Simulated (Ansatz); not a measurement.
# BaS (Fm-3m) in Ansatz: relaxation of cell and atoms with PBEsol0

Aim: the relaxation of cell and atoms of BaS with PBEsol0.

Everything below comes from runs of Ansatz 0.2.0. Logs are shortened: lines on timing, memory, paths and dates and some standing lists are left out, and cuts for length are marked.

### Step 1. Starting point

It takes space group Fm-3m (No. 225, cubic). The conventional cell has a = 6.388 Å, b = 6.388 Å, c = 6.388 Å, α = 90.00°, β = 90.00°, γ = 90.00°. Ba (site symmetry m-3m) is surrounded by 6 S at 3.19 Å. S (site symmetry m-3m) has 6 Ba at 3.19 Å as nearest neighbours.

### Step 2. Relaxation of cell and atoms, PBEsol0

Contents of input.yaml:

```yaml
crystal:
  lattice:
    - [0.0, 3.19375, 3.19375]
    - [3.19375, 0.0, 3.19375]
    - [3.19375, 3.19375, 0.0]
  atoms:
    - { symbol: Ba, position: [0.0, 0.0, 0.0] }
    - { symbol: S, position: [0.5, 0.5, 0.5] }
hamiltonian:
  xc: { exchange: pbesol, correlation: pbesol, exx: { coeff: 0.25 } }
  pseudopotentials: { kind: paw }
kpoints:
  mp_grid: { grid: [4, 4, 4] }
scf:
  occupations: { method: fermi_dirac, width: 0.05 }
output:
  forces: true
  stress: true
  write_density: true
  write_potential: true
  elf: true
  volumetric_format: npy
relax:
  f_tol: 0.01
  max_steps: 40
  cell: { stress_tol: 0.05 }
```

Potentials or basis: Ansatz PAW.

The run is started by

```console
$ ansatz run input.yaml --threads 2 --pin off --max-ram 5632MiB --backend cpu --events-out ev --progress --plain --runs-dir out
```

The log of the run:

```text
Warning: RAYON_NUM_THREADS=2 ignored (pool sized by the plan → 2); use --threads N
Engine: ansatz 0.2.0, x86_64-unknown-linux-gnu
Pseudopotentials: kind: paw
Pseudopotential: Ba, paw, valence charge 10, recommended cutoff 420 eV (normal), Ba.paw.azcp
Pseudopotential: S, paw, valence charge 6, recommended cutoff 420 eV (normal), S.paw.azcp
Functional definition: unnamed
  parameter a_1 = 0.25
  exchange = (1 - a_1)*pbe_x(mu = 0.12345679012345678) + a_1*exact_x
  correlation = pbe_c(beta = 0.046)
Crystal: 2 atoms, lattice volume = 65.153 Å³
Basis set: ecut = 420 eV, 1243 PW (Γ), exchange–correlation on 64×64×64 points (8 copies of the dense FFT grid, shifted against one another)
Bands: 12, of which v1, the nominal top of the filled ones, is band 8 counted from 1 (7 counted from 0)
Symmetry: 48 space group operations
Space group: Fm-3m (ITA 225), of the structure as read, at distance tolerance 4.0e-5 Å
k-points: 8 of 64
Non-local potential: Ba, projectors of the file, l = 0: 3, l = 1: 2, l = 2: 2, l = 3: 2
Non-local potential: S, projectors of the file, l = 0: 2, l = 1: 2, l = 2: 2
PAW form: soft (Blöchl's): semilocal exchange-correlation on the pseudo side does not see the compensation charge
PAW frozen core: Ba, regenerated for the run's functional, and the local potential with it (the file was generated under x = pbe(κ = 0.804, μ = 0.2195149727645171), c = pbe(β = 0.06672455060314922))
PAW frozen core: S, regenerated for the run's functional, and the local potential with it (the file was generated under x = pbe(κ = 0.804, μ = 0.2195149727645171), c = pbe(β = 0.06672455060314922))
PAW one-centre angular grid: Ba, 194 points (default); XC on 64 Gauss nodes
PAW one-centre angular grid: S, 110 points (default); XC on 64 Gauss nodes
Initial density: superposition of atomic densities (neutral atoms: chi_scale 0, normalization atom), corrected by the library's trained network
Initial wavefunctions: pseudopotential atomic-orbital guess
Functional: x = pbesol(κ = 0.804, μ = 0.12345679012345678), c = pbesol(β = 0.046), warm-up for x = 0.75 pbesol(κ = 0.804, μ = 0.12345679012345678) + 0.25 exact, c = pbesol(β = 0.046)
SCF iter   1: F=—  HF=-6751.792767 eV  |F-HF|=—  |Δ(HF+E_count)|=         —  Δρ=4.75e-3  dr2=3.21e-2  ethr=1.77e-3  ⟨swp⟩=12.6  Hψ=590  notcnv=0
preconditioner: auto → none  [insulator: Δε(μ)=1.938 eV  Ē_g=11.846 eV  σ=0.050 eV  W_gap=1.00  n_scr=14 (ndim 8)  ℏωp=17.2 eV  f_vac=0.000  D(μ)=0.00/eV (n_scr^D=0)]
SCF iter   2: F=—  HF=-6751.785605 eV  |F-HF|=—  |Δ(HF+E_count)|=   7.16e-3  Δρ=1.86e-3  dr2=3.54e-3  ethr=2.00e-4  ⟨swp⟩=6.6  Hψ=304  notcnv=0  defer=1
iter 3 solved again at ethr=9.58e-7 eV; its pass at ethr=2.21e-5 eV (dr2=1.53e-4 eV) is discarded
SCF iter   3: F=-6751.784586 eV  HF=-6751.784593 eV  |F-HF|=6.47e-6  |Δ(HF+E_count)|=   1.01e-3  Δρ=5.26e-4  dr2=1.40e-4  ethr=9.58e-7  ⟨swp⟩=4.8  Hψ=463  notcnv=0  defer=1
SCF 1 stopped early in 3 iterations: F = -6751.784586 eV  dr2 = 1.40e-4
Initial density: handed on by an earlier stage of this run
Initial wavefunctions: those handed on with the density
Functional: x = 0.75 pbesol(κ = 0.804, μ = 0.12345679012345678) + 0.25 exact, c = pbesol(β = 0.046)
Frozen-core exchange: fock
SCF iter   1: F=—  HF=-6785.932651 eV  |F-HF|=—  |Δ(HF+E_count)|=         —  Δρ=2.99e-3  dr2=1.41e-2  ethr=8.77e-6  ⟨swp⟩=9.4  Hψ=513  notcnv=0
preconditioner: auto → none  [insulator: Δε(μ)=3.765 eV  Ē_g=14.275 eV  σ=0.050 eV  W_gap=1.00  n_scr=14 (ndim 8)  ℏωp=17.2 eV  f_vac=0.000  D(μ)=0.00/eV (n_scr^D=0)]
SCF iter   2: F=—  HF=-6785.927461 eV  |F-HF|=—  |Δ(HF+E_count)|=   5.19e-3  Δρ=8.14e-4  dr2=1.36e-3  ethr=8.77e-6  ⟨swp⟩=4.4  Hψ=306  notcnv=0
SCF iter   3: F=—  HF=-6785.932879 eV  |F-HF|=—  |Δ(HF+E_count)|=   5.42e-3  Δρ=5.28e-4  dr2=4.08e-4  ethr=3.24e-6  ⟨swp⟩=4.8  Hψ=259  notcnv=0
SCF iter   4: F=—  HF=-6785.932751 eV  |F-HF|=—  |Δ(HF+E_count)|=   1.28e-4  Δρ=9.20e-5  dr2=2.46e-5  ethr=2.30e-6  ⟨swp⟩=3.0  Hψ=181  notcnv=0
SCF iter   5: F=-6785.932870 eV  HF=-6785.932872 eV  |F-HF|=2.39e-6  |Δ(HF+E_count)|=   1.21e-4  Δρ=7.53e-5  dr2=5.08e-6  ethr=5.17e-8  ⟨swp⟩=4.9  Hψ=298  notcnv=0
SCF 2 stopped early in 5 iterations: F = -6785.932870 eV  dr2 = 5.08e-6
hybrid outer 1: dexx = +6.555e-3 eV, tail = 1.58e-5 eV
Frozen-core exchange: fock
SCF iter   1: F=—  HF=-6785.932863 eV  |F-HF|=—  |Δ(HF+E_count)|=         —  Δρ=1.41e-5  dr2=9.48e-8  ethr=4.94e-7  ⟨swp⟩=6.8  Hψ=300  notcnv=0
preconditioner: auto → none  [insulator: Δε(μ)=3.698 eV  Ē_g=14.267 eV  σ=0.050 eV  W_gap=1.00  n_scr=14 (ndim 8)  ℏωp=17.2 eV  f_vac=0.000  D(μ)=0.00/eV (n_scr^D=0)]
SCF iter   2: F=—  HF=-6785.932863 eV  |F-HF|=—  |Δ(HF+E_count)|=   4.53e-7  Δρ=1.20e-5  dr2=1.07e-7  ethr=5.24e-10  ⟨swp⟩=5.2  Hψ=310  notcnv=0
SCF iter   3: F=—  HF=-6785.932863 eV  |F-HF|=—  |Δ(HF+E_count)|=   3.88e-8  Δρ=4.06e-6  dr2=7.16e-9  ethr=5.24e-10  ⟨swp⟩=3.0  Hψ=186  notcnv=0
[... 79 lines left out ...]
relax step   3: F+E_penalty+E_count = -6785.93719995 eV  Δ(F+E_penalty+E_count) = -5.394e-4 eV  max|allowed force component| = 8.341e-31 eV/Å  Δτ_max = 0.0000 Å  P = -0.014 GPa  Ω = 63.795 Å³  energy of the carried Pulay correction = +5.983e-5 eV  (13 SCF iters, accepted)
Basis set: ecut = 420 eV, 1243 PW (Γ), exchange–correlation on 60×60×60 points (8 copies of the dense FFT grid, shifted against one another)
Frozen-core exchange: fock
iter 1 solved again at ethr=5.48e-11 eV; its pass at ethr=1.00e-1 eV (dr2=8.76e-9 eV) is discarded
SCF iter   1: F=—  HF=-6785.937140 eV  |F-HF|=—  |Δ(HF+E_count)|=         —  Δρ=1.22e-5  dr2=1.06e-8  ethr=5.48e-11  ⟨swp⟩=20.0  Hψ=1080  notcnv=16
preconditioner: auto → none  [insulator: Δε(μ)=4.395 eV  Ē_g=14.921 eV  σ=0.050 eV  W_gap=1.00  n_scr=14 (ndim 8)  ℏωp=17.4 eV  f_vac=0.000  D(μ)=0.00/eV (n_scr^D=0)]
SCF iter   2: F=—  HF=-6785.937140 eV  |F-HF|=—  |Δ(HF+E_count)|=   2.79e-8  Δρ=6.13e-6  dr2=3.38e-9  ethr=5.48e-11  ⟨swp⟩=2.5  Hψ=168  notcnv=0  defer=4
iter 3 solved again at ethr=1.00e-12 eV; its pass at ethr=1.51e-11 eV (dr2=4.52e-13 eV) is discarded
SCF iter   3: F=—  HF=-6785.937140 eV  |F-HF|=—  |Δ(HF+E_count)|=   9.82e-9  Δρ=7.39e-8  dr2=2.88e-10  ethr=1.00e-12  ⟨swp⟩=3.5  Hψ=387  notcnv=0
eigensolver tolerance schedule calibrated: the retry pair's looser diagonalisation under-reported the residual by θ = 0.48 (0.41/decade); ethr = c·dr2/N_el runs at the constant in force after the calibration composes with the one it found (an armed cap, an earlier calibration), c = 6.1e-3
SCF iter   4: F=-6785.937140 eV  HF=-6785.937140 eV  |F-HF|=9.09e-13  |Δ(HF+E_count)|=   1.47e-8  Δρ=1.84e-7  dr2=1.38e-11  ethr=1.00e-12  ⟨swp⟩=8.0  Hψ=431  notcnv=0
SCF 11 converged in 4 iterations: F = -6785.937140 eV  dr2 = 1.38e-11
hybrid outer 1: dexx = +2.821e-8 eV, tail = 2.07e-9 eV
Frozen-core exchange: fock
SCF iter   1: F=—  HF=-6785.937140 eV  |F-HF|=—  |Δ(HF+E_count)|=         —  Δρ=2.06e-7  dr2=2.55e-11  ethr=6.48e-11  ⟨swp⟩=15.6  Hψ=524  notcnv=1
preconditioner: auto → none  [insulator: Δε(μ)=3.664 eV  Ē_g=14.321 eV  σ=0.050 eV  W_gap=1.00  n_scr=14 (ndim 8)  ℏωp=17.4 eV  f_vac=0.000  D(μ)=0.00/eV (n_scr^D=0)]
SCF iter   2: F=-6785.937140 eV  HF=-6785.937140 eV  |F-HF|=0.00e0  |Δ(HF+E_count)|=  3.27e-11  Δρ=9.04e-8  dr2=1.74e-12  ethr=1.00e-12  ⟨swp⟩=2.6  Hψ=186  notcnv=0
SCF 12 converged in 2 iterations: F = -6785.937140 eV  dr2 = 1.74e-12
  Residual-converged pass: ⟨swp⟩=4.5  Hψ=331  notcnv=0  max |occ|·‖R‖ = 9.7e-9 eV (tolerance 1.0e-8 eV)  dr2=2.00e-12  dr2_onsite=1.13e-12  max |Δocc| = 6.8e-28
hybrid outer 2: dexx = +7.773e-12 eV, tail = 6.35e-12 eV, Δε = 3.66e-6 eV (about 4.21e-7 eV left of the loop's levels)
relax step   4: F+E_penalty+E_count = -6785.93713985 eV  Δ(F+E_penalty+E_count) = +6.011e-5 eV  max|allowed force component| = 8.217e-31 eV/Å  Δτ_max = 0.0000 Å  P = -0.014 GPa  Ω = 63.795 Å³  stress off target by 1.39e-2 GPa  SCF on the basis re-selected at this cell (its energy is not comparable with the rows above)  (6 SCF iters)
basis re-selected at this cell: Δ(F+E_penalty+E_count) = +6.011e-5 eV, ΔP = +0.000 GPa vs the last step (what re-selecting the basis moved, of the pressure what is left beyond the Pulay correction that the steps carried, after the strain that the cell walked since its last selection, with what the two solves' SCF thresholds leave and, on support functions, any second-order correction that the steps lacked; it is no measure of the basis error at this ecutwfc). The dense FFT grid was sized anew with the basis: this SCF ran on 30×30×30 points, the steps before it on 32×32×32, so part of this shift can come from that change (see relax.cell in the input reference). This SCF's stress stands 1.39e-2 GPa from its target on what of the cell is left free (relax.cell.stress_tol is 5.00e-2 GPa) and its largest allowed force component is 8.22e-31 eV/Å (relax.f_tol is 1.00e-2 eV/Å): within both
hybrid SCF converged: 2 outer / 6 inner (+0 warm-up), last move |dexx| = 7.77e-12 eV, tail = 6.35e-12 eV
Stability not checked: this state was not tested for a lower state beside it, because the functional holds exact exchange (a hybrid, or Hartree-Fock), whose exchange loop this test does not read (fock_operator; see scf.lower_state_search)
Free energy (F): -6785.937140 eV
Frozen-core exchange: fock
Harris-Foulkes:  -6785.937140 eV  (|F-HF|=0.00e0)
Internal energy: -6785.937140 eV  (E = F + TS)
E sigma→0 (E₀):  -6785.937140 eV
Fermi energy:    6.728048 eV
--- Per-component energies (eV) ---
  E_band       = -75.761399
  E_kinetic    = 276.477392
  E_local      = -394.064279  (includes V_loc(G=0)·N_el)
  E_nonlocal   = 86.254885
  E_hartree    = 124.491615
  E_xc         = -204.416424
  E_vxc        = -174.279276  (∫ρ·V_xc dr)
  E_exx        = -36.930539  (= α·E_x^exact, valence–valence)
  E_paw        = -5781.448920  (= ΣΔE_a)
  E_vpaw       = -45.272277  (= ΣTr[D̂ρ^β])
  E_aug_tail   = -0.000000  (compensation charges beyond the density's cutoff)
  E_ewald      = -856.226629
  E_core_change = -0.074241  (= ΣΔE_core)
  E_smearing   = -0.000000  (= −TS)
  E_closure    = 0.000000  (closes the sum)
  Σ components = -6785.937140   (vs F -6785.937140, Δ=0.00e0)
--- Forces (eV/Å), atoms counted from 1 ---
  atom   1  Ba     0.00000000     0.00000000    -0.00000000
  atom   2  S      0.00000000    -0.00000000     0.00000000
  max |Σ_I F_I| component: 3.55e-30 eV/Å
--- Stress (GPa, compression-positive) ---
       -0.013866       0.000000      -0.000000
       -0.000000      -0.013866      -0.000000
       -0.000000      -0.000000      -0.013866
  P = ⅓ Tr σ = -0.0139 GPa (-0.139 kbar)
--- Band table (eV; the first three rows and the last of 8) ---
  k-point 0: bands = ["-22.7750", "-6.7480", "-6.7480", "-6.7480", "-6.5716", "4.8891", "4.8891", "4.8891", "10.1878", "10.5462"]
  k-point 1: bands = ["-22.7464", "-7.8465", "-6.7670", "-6.7670", "-5.4118", "3.6432", "4.2240", "4.2240", "10.6692", "11.4872"]
  k-point 2: bands = ["-22.7173", "-8.3265", "-6.7857", "-6.7857", "-4.8599", "2.7406", "3.7103", "3.7103", "12.0842", "12.4267"]
  k-point 7: bands = ["-22.7000", "-7.5958", "-7.1706", "-7.1706", "-5.6026", "3.6590", "4.3973", "4.3973", "10.8847", "10.8847"]
  guard bands above this table: 2 of the run's 12 bands. The solve was not asked for them (output.publish_guard_bands: true or output.eigenvalues: true publishes all)
--- Relaxed structure (3 steps of the walk, 3 accepted, 1 SCFs on fresh bases) ---
  F+E_penalty+E_count = -6785.93713985 eV   max|allowed force component| = 8.217e-31 eV/Å   (the final SCF, on the basis selected at the relaxed cell)
  cell:  # Å, volume = 63.7951 Å³
    - [-8.916901057567279e-35, 3.171410618774249, 3.171410618774249]
    - [3.171410618774249, 2.4211407450829274e-34, 3.171410618774249]
    - [3.171410618774249, 3.171410618774249, -7.634667754768163e-35]
  atoms:
    - { symbol: Ba, position: [6.909729089453279e-36, -5.339336114578841e-36, -1.0992750824130556e-35] }
    - { symbol: S, position: [0.5, 0.5, 0.5] }
```

Run time: 24 s. Hardware: 2 threads of Intel Xeon 6975P-C (Granite Rapids), shared host; peak memory 0.85 GiB.

Results:

| Quantity | Value |
| --- | --- |
| Free energy | -6785.9371 eV |
| Relaxed volume | 31.90 Å³/atom |
| Relaxed cell | a = 4.485 Å, b = 4.485 Å, c = 4.485 Å, α = 60.00°, β = 60.00°, γ = 60.00° |
| Space group after relaxing (to 0.05 Å) | Fm-3m (No. 225) |
| Energy gained by relaxing | 2.1 meV/atom |
| Ionic steps | 4 |
| Pressure after relaxing | 0.0 GPa |
| Band gap on the k mesh | 3.66 eV, indirect (least direct gap 3.79 eV) |

Step by step:
```tsv
step	energy change (eV)	largest force (eV/Å)	volume (Å³)
1	0.0000	0.0000	65.15
2	-0.0038	0.0000	63.29
3	-0.0043	0.0000	63.80
4	-0.0043	0.0000	63.80
```

Final structure:
```
Ba S
1.0
     0.00000    3.17141    3.17141
     3.17141    0.00000    3.17141
     3.17141    3.17141    0.00000
Ba S
1 1
Direct
  0.00000 0.00000 0.00000
  0.50000 0.50000 0.50000
```

Levels at points of the mesh, in eV from the valence-band top:
```tsv
k point	band 5	band 6	band 7	band 8	band 9	band 10
(0.00, 0.00, 0.00)	-11.46	0.00	0.00	0.00	5.30	5.66
(0.00, 0.00, -0.50)	-9.75	-2.15	-1.18	-1.18	7.20	7.54
(0.00, -0.50, -0.50)	-11.36	-0.53	-0.12	-0.12	3.66	7.95
```

Caveat: the k mesh is coarse (spacing up to 0.43 Å⁻¹), so the values aren't converged, least of all with exact exchange; the plane-wave basis is chosen anew once the cell has moved, so the energies of steps on either side of that aren't comparable; spin-orbit coupling is left out, which moves the levels of the heavy elements; the PAW data sets come from PBE, with cores solved anew for the run's functional, which leaves a small shift of forces and pressure. A k mesh can miss the band edges.
